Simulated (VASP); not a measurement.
# CdTe in VASP: one cell, several levels of theory

What does VASP give for CdTe (zincblende), under +1.0 % equal strain in all directions, the cell held fixed? Runs: PBE, r2SCAN. The results are then set beside those of Ansatz 0.2.0 for the same cell.

Code: VASP 6.6.1. PAW datasets, plane waves. No spin polarisation and no zero-point or thermal motion.

### 1 Starting point

The cell comes from an earlier relaxation with r2SCAN in another program.

It is cubic, F-43m (No. 216); conventional cell a = 6.626 Å, 36.36 Å³ an atom. Cd has 4 Te at 2.87 Å; Te has 4 Cd at 2.87 Å.

Structure file:

```xyz
2
Lattice="0.0000 3.3128 3.3128 3.3128 0.0000 3.3128 3.3128 3.3128 0.0000" Properties=species:S:1:pos:R:3 pbc="T T T"
Cd    0.0000    0.0000    0.0000
Te    1.6564    1.6564    1.6564
```

### 2 PBE

Contents of INCAR:

```
ENCUT = 520.000000
SIGMA = 0.020000
EDIFF = 1.00e-07
GGA = PE
PREC = Accurate
IBRION = -1
ISIF = 2
ISMEAR = -1
NBANDS = 16
NELM = 120
NSW = 0
LASPH = .TRUE.
LCHARG = .TRUE.
LELF = .TRUE.
LWAVE = .FALSE.
LREAL = .FALSE.
```

Contents of KPOINTS:

```
KPOINTS created by Atomic Simulation Environment
0
Gamma
6 6 6
0 0 0
```

Contents of KPOINTS_OPT:

```
special points
6
Reciprocal
0.0000000000 0.0000000000 0.0000000000 1
-0.5000000000 -0.5000000000 0.0000000000 1
-0.3750000000 -0.3750000000 0.2500000000 1
-0.3750000000 0.0000000000 0.3750000000 1
0.0000000000 0.0000000000 0.5000000000 1
-0.5000000000 -0.2500000000 0.2500000000 1
```

Contents of POSCAR:

```
Cd Te
 1.0000000000000000
     0.0000000000000000    3.3127546673000001    3.3127546673000001
     3.3127546673000001    0.0000000000000000    3.3127546673000001
     3.3127546673000001    3.3127546673000001    0.0000000000000000
 Cd  Te
   1   1
Cartesian
  0.0000000000000000  0.0000000000000000  0.0000000000000000
  1.6563773336500001  1.6563773336500001  1.6563773336500001
```

Potentials: the recommended PBE PAW datasets, 18 valence electrons in the neutral cell.

Run with:

```sh
$ mpirun -np 1 vasp_std
```

Standard output, without the iteration lines:

```text
POSCAR found type information on POSCAR CdTe
 POSCAR found :  2 types and       2 ions
 LDA part: xc-table for (Slater+PW92), standard interpolation
 POSCAR, INCAR and KPOINTS ok, starting setup
 FFT: planning ... GRIDC
 FFT: planning ... GRID_SOFT
 FFT: planning ... GRID
 WAVECAR not read
 entering main loop
 Start KPOINTS_OPT (optional k-point list driver)
k-point batch [1-6\6]
```

OSZICAR:

```text
N       E                     dE             d eps       ncg     rms          rms(c)
DAV:   1     0.100172777544E+03    0.10017E+03   -0.81260E+03   520   0.963E+02
DAV:   2    -0.144021922183E+01   -0.10161E+03   -0.96533E+02   608   0.237E+02
DAV:   3    -0.500918661636E+01   -0.35690E+01   -0.35634E+01   648   0.466E+01
DAV:   4    -0.504388583777E+01   -0.34699E-01   -0.34698E-01   760   0.389E+00
DAV:   5    -0.504397325957E+01   -0.87422E-04   -0.87422E-04   664   0.187E-01    0.489E+00
DAV:   6    -0.482091565596E+01    0.22306E+00   -0.37710E-01   584   0.697E+00    0.411E+00
DAV:   7    -0.480567960180E+01    0.15236E-01   -0.10110E-01   592   0.202E+00    0.163E+00
DAV:   8    -0.480667403611E+01   -0.99443E-03   -0.98191E-03   552   0.110E+00    0.441E-01
DAV:   9    -0.480703697922E+01   -0.36294E-03   -0.97031E-04   600   0.307E-01    0.954E-02
DAV:  10    -0.480709567825E+01   -0.58699E-04   -0.10795E-04   648   0.995E-02    0.550E-02
DAV:  11    -0.480713900874E+01   -0.43330E-04   -0.82168E-05   584   0.527E-02    0.366E-02
DAV:  12    -0.480713813004E+01    0.87870E-06   -0.31142E-06   648   0.127E-02    0.210E-02
DAV:  13    -0.480713800421E+01    0.12583E-06   -0.69248E-07   648   0.378E-03    0.119E-02
DAV:  14    -0.480713814042E+01   -0.13621E-06   -0.72282E-07   624   0.446E-03    0.625E-03
DAV:  15    -0.480713817241E+01   -0.31989E-07   -0.53162E-08   520   0.193E-03
   1 F= -.48071382E+01 E0= -.48071382E+01  d E =-.619110E-08
       N       E                     dE             ncg
DAV:   1     0.547494705950E+03   -0.25948E+04      192
DAV:   2    -0.434091840481E+02   -0.59090E+03      240
DAV:   3    -0.638683316387E+02   -0.20459E+02      248
DAV:   4    -0.640506582177E+02   -0.18233E+00      288
DAV:   5    -0.640511384465E+02   -0.48023E-03      264
DAV:   6    -0.640511491752E+02   -0.10729E-04      264
DAV:   7    -0.640511492930E+02   -0.11776E-06      240
DAV:   8    -0.640511492971E+02   -0.40829E-08      224
```

The lines after F= are the extra pass for the points of KPOINTS_OPT, at fixed density; their E is not a total energy.

OUTCAR, selected sections:

```text
k-points           NKPTS =     16   k-points in BZ     NKDIM =     16   number of bands    NBANDS=     16

   NELECT =      18.0000    total number of electrons

   dimension x,y,z NGX =    36 NGY =   36 NGZ =   36
   dimension x,y,z NGXF=    72 NGYF=   72 NGZF=   72

  energy-cutoff  :      520.00
  volume of cell :       72.71
      direct lattice vectors                 reciprocal lattice vectors
     0.000000000  3.312754667  3.312754667    -0.150931792  0.150931792  0.150931792
     3.312754667  0.000000000  3.312754667     0.150931792 -0.150931792  0.150931792
     3.312754667  3.312754667  0.000000000     0.150931792  0.150931792 -0.150931792

 k-points in reciprocal lattice and weights: KPOINTS created by Atomic Simulation Env
   0.00000000  0.00000000  0.00000000       0.005
   0.16666667  0.00000000  0.00000000       0.037
   0.33333333  0.00000000  0.00000000       0.037
   0.50000000  0.00000000  0.00000000       0.019
   0.16666667  0.16666667  0.00000000       0.028
   0.33333333  0.16666667  0.00000000       0.111
   0.50000000  0.16666667  0.00000000       0.111
  -0.33333333  0.16666667  0.00000000       0.111
[... 8 more k-points ...]

 E-fermi :   2.0697

 k-point     1 :       0.0000    0.0000    0.0000
  band No.  band energies     occupation
      1      -9.0432      2.00000
      2      -6.3120      2.00000
      3      -6.3120      2.00000
      4      -6.3120      2.00000
      5      -6.0977      2.00000
      6      -6.0977      2.00000
      7       1.7732      2.00000
      8       1.7732      2.00000
      9       1.7732      2.00000
     10       2.3442      0.00000
     11       6.4111      0.00000
     12       6.4111      0.00000
     13       6.4111      0.00000
     14       9.1428      0.00000
     15      11.0117      0.00000
     16      11.0117      0.00000

 k-point     2 :       0.1667    0.0000    0.0000
  band No.  band energies     occupation
      1      -8.9582      2.00000
      2      -6.2968      2.00000
      3      -6.2968      2.00000
      4      -6.2353      2.00000
      5      -6.0985      2.00000
      6      -6.0985      2.00000
      7       0.1161      2.00000
      8       1.5748      2.00000
      9       1.5748      2.00000
     10       3.4676      0.00000
     11       6.4675      0.00000
     12       6.7204      0.00000
     13       6.7204      0.00000
     14      10.1300      0.00000
     15      10.2097      0.00000
     16      10.2097      0.00000

 k-point     3 :       0.3333    0.0000    0.0000
  band No.  band energies     occupation
      1      -8.7890      2.00000
      2      -6.2704      2.00000
      3      -6.2704      2.00000
      4      -6.0951      2.00000
      5      -6.0951      2.00000
      6      -5.9939      2.00000
      7      -1.5540      2.00000
      8       1.2382      2.00000
      9       1.2382      2.00000
     10       3.6142      0.00000
     11       7.0001      0.00000
     12       7.0001      0.00000
     13       7.8534      0.00000
     14       9.8403      0.00000
     15      10.5750      0.00000
     16      10.5750      0.00000

 k-point     4 :       0.5000    0.0000    0.0000
  band No.  band energies     occupation
      1      -8.7063      2.00000
      2      -6.2600      2.00000
      3      -6.2600      2.00000
      4      -6.0902      2.00000
      5      -6.0902      2.00000
      6      -5.7956      2.00000
      7      -2.2913      2.00000
      8       1.0909      2.00000
      9       1.0909      2.00000
     10       3.5221      0.00000
     11       6.9789      0.00000
     12       6.9789      0.00000
     13       8.7768      0.00000
     14      10.2001      0.00000
     15      11.9168      0.00000
     16      11.9168      0.00000

 k-point     5 :       0.1667    0.1667    0.0000
  band No.  band energies     occupation
      1      -8.9301      2.00000
      2      -6.2812      2.00000
      3      -6.2812      2.00000
      4      -6.2334      2.00000
      5      -6.1037      2.00000
      6      -6.0914      2.00000
      7       0.0813      2.00000
      8       1.2460      2.00000
      9       1.2460      2.00000
     10       4.0479      0.00000
     11       5.5711      0.00000
     12       7.2731      0.00000
     13       7.2731      0.00000
     14       8.9812      0.00000
     15      10.7970      0.00000
     16      11.2503      0.00000

 k-point     6 :       0.3333    0.1667    0.0000
  band No.  band energies     occupation
      1      -8.7901      2.00000
      2      -6.2601      2.00000
      3      -6.2515      2.00000
      4      -6.1330      2.00000
      5      -6.0865      2.00000
      6      -6.0187      2.00000
      7      -1.1671      2.00000
      8       0.7765      2.00000
      9       0.8831      2.00000
     10       4.4915      0.00000
     11       5.8313      0.00000
     12       7.4920      0.00000
     13       7.8132      0.00000
     14       9.5257      0.00000
     15      11.4074      0.00000
     16      11.4534      0.00000

 k-point     7 :       0.5000    0.1667    0.0000
  band No.  band energies     occupation
      1      -8.6812      2.00000
      2      -6.2478      2.00000
      3      -6.2388      2.00000
      4      -6.1096      2.00000
      5      -6.0877      2.00000
      6      -5.7723      2.00000
      7      -2.1142      2.00000
      8       0.2979      2.00000
      9       0.8081      2.00000
     10       4.4401      0.00000
     11       6.4959      0.00000
     12       7.6709      0.00000
     13       8.2348      0.00000
     14      10.4613      0.00000
     15      11.6274      0.00000
     16      11.9958      0.00000

 k-point     8 :      -0.3333    0.1667    0.0000
  band No.  band energies     occupation
      1      -8.7080      2.00000
      2      -6.2504      2.00000
      3      -6.2488      2.00000
      4      -6.1000      2.00000
      5      -6.0985      2.00000
      6      -5.8378      2.00000
      7      -1.8863      2.00000
      8       0.1823      2.00000
      9       1.0707      2.00000
     10       4.4698      0.00000
     11       6.7559      0.00000
     12       7.3830      0.00000
     13       7.9660      0.00000
     14      10.1883      0.00000
     15      10.8397      0.00000
     16      11.9651      0.00000

[... the tables of k-points 9 to 16 left out ...]

  Total       -0.0007934     -0.0007934     -0.0007934     -0.0000000     -0.0000000     -0.0000000
  in kB       -0.0174827     -0.0174827     -0.0174827     -0.0000000     -0.0000000     -0.0000000
  external PRESSURE =      -0.0174827 kB  Pullay stress =       0.0000000 kB

 POSITION                                       TOTAL-FORCE (eV/Angst)
 -----------------------------------------------------------------------------------
      0.00000      0.00000      0.00000        -0.000000     -0.000000     -0.000000
      1.65638      1.65638      1.65638         0.000000      0.000000      0.000000
 -----------------------------------------------------------------------------------
    total drift:                               -0.000000     -0.000000     -0.000001

  FREE ENERGIE OF THE ION-ELECTRON SYSTEM (eV)
  ---------------------------------------------------
  free  energy   TOTEN  =        -4.8071381724 eV

  energy  without entropy=       -4.8071381662  energy(sigma->0) =       -4.80713817
```

Hardware: 1 MPI rank of Intel Xeon Platinum 8488C, shared host.

The levels at the points of KPOINTS_OPT are read from vasprun.xml.

Near the gap, in eV above the top of the last filled band v; c is the band after it:

```tsv
point	v−1	v	c	c+1
Γ	0.00	0.00	0.57	4.64
X	-1.65	-1.65	2.67	2.75
U	-2.27	-1.36	2.92	4.43
K	-2.27	-1.36	2.92	4.43
L	-0.68	-0.68	1.75	5.21
W	-2.07	-1.93	4.02	4.70
```

Gap with PBE: 0.57 eV, direct (Γ). The pressure is 0.00 GPa; the forces vanish within 0.01 eV/Å.

Axes a, b and c in the maps are those of this run's conventional cell (a, b, c = 6.626, 6.626, 6.626 Å).

Density in a lattice plane of the grid's cell (edges 6.63 and 6.63 Å, at 0.000 of the third edge), which holds Cd.

Ten even steps from ' ' (0.01 e/Å³) to '@' (9.91 e/Å³):
```
**++::                                      ::++
::::..                                      ..::
                                                
                                                
                                                
                                                
                                                
                    ..::::::..                  
                    ::++**++::                  
                  ..--##@@##--..                
                    ::++**++::                  
                    ..::::::..                  
                                                
                                                
                                                
                                                
                                                
::::..                                      ..::
**++::                                      ::++
@@##--..                                  ..--##
```
Columns run along the first of these edges and rows up along the second, over one cell in 24 and 20 even steps from the bottom left corner. Atoms in the plane (fractional): Cd at (0.00, 0.00), Cd at (0.50, 0.50).

ELF in the same plane.

Ten even steps from ' ' (0.01) to '@' (0.54):
```
    ::==----::....              ....::----==::  
::--====----==--::..          ..::--==----====--
====----==++****++--..      ..--++****++==----==
------==**%%@@%%##==::......::==##%%@@%%**==----
::::--++##@@@@@@##++--::::::--++##@@@@@@##++--::
....::==##%%@@%%**==----------==**%%@@%%##==::..
    ..--++****++==----======----==******++--..  
      ..::--==----====--::--====----==--::..    
        ....::----==::      ::==----::....      
          ..::::--==..  ..  ..==--::::..        
        ....::----==::      ::==----::....      
      ..::--==----====--::--====----==--::..    
    ..--++****++==----======----==++****++--..  
....::==##%%@@%%**==----------==**%%@@%%##==::..
::::--++##@@@@@@##++--::::::--++##@@@@@@##++--::
------==**%%@@%%##==::......::==##%%@@%%**==----
====----==******++--..      ..--++****++==----==
::--====----==--::..          ..::--==----====--
    ::==----::....              ....::----==::  
..  ..==--::::..                  ..::::--==..  
```
Columns run along the first of these edges and rows up along the second, over one cell in 24 and 20 even steps from the bottom left corner. Atoms in the plane (fractional): Cd at (0.00, 0.00), Cd at (0.50, 0.50).

Both are smooth fields of the valence electrons: close to the nuclei they are not physical.

Maxima of ELF outside the ion cores: 0.87 in the shell around Te, 1.0 Å from Te.

[end of part 1 of 2]
